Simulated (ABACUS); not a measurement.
**ZnS (Wurtzite-4H) in ABACUS: the effect of functional**

The system is ZnS (Wurtzite-4H).

```
Zn S
1.0
     3.79704    0.00000    0.00000
    -1.89852    3.28834    0.00000
     0.00000    0.00000   12.43597
Zn S
4 4
Direct
  0.66667 0.33333 0.75000
  0.33333 0.66667 0.25000
  0.00000 0.00000 0.50000
  0.00000 0.00000 0.00000
  0.66667 0.33333 0.93750
  0.33333 0.66667 0.43750
  0.00000 0.00000 0.68750
  0.00000 0.00000 0.18750
```

The cell isn't the ideal one: volume scaled by 0.98.

Alike in all runs:

```yaml
Program: ABACUS 3.10.1
Task: equation of state
Potentials_or_basis: SG15 ONCV 1.2 PBE
Cutoff: 1361 eV
Density_cutoff: 5442 eV
Basis: DZP LCAO (the cutoffs set its grid)
k_mesh: 6 × 6 × 2
Occupations: fermi-dirac, width 0.05 eV
Spin: no spin polarisation
```

| functional | gap on the mesh (eV) | pressure (GPa) |
| --- | --- | --- |
| LDA | ? | ? |
| PBE | 2.35 | 4.4 |
| PBEsol | 2.18 | 0.8 |
| PW91 | 2.31 | 4.2 |
| BLYP | 2.30 | 7.7 |
| SCAN | 2.84 | 1.7 |

Problem. What does the run with functional LDA give?

Solution. gap on the mesh 1.96 eV; pressure -2.5 GPa.

Caveats: the atomic orbitals were generated for these runs and aren't a published set; the basis of atomic orbitals isn't converged, which shifts pressures, moduli and gaps; the potentials were made for another functional, which shifts forces and pressure (some runs).

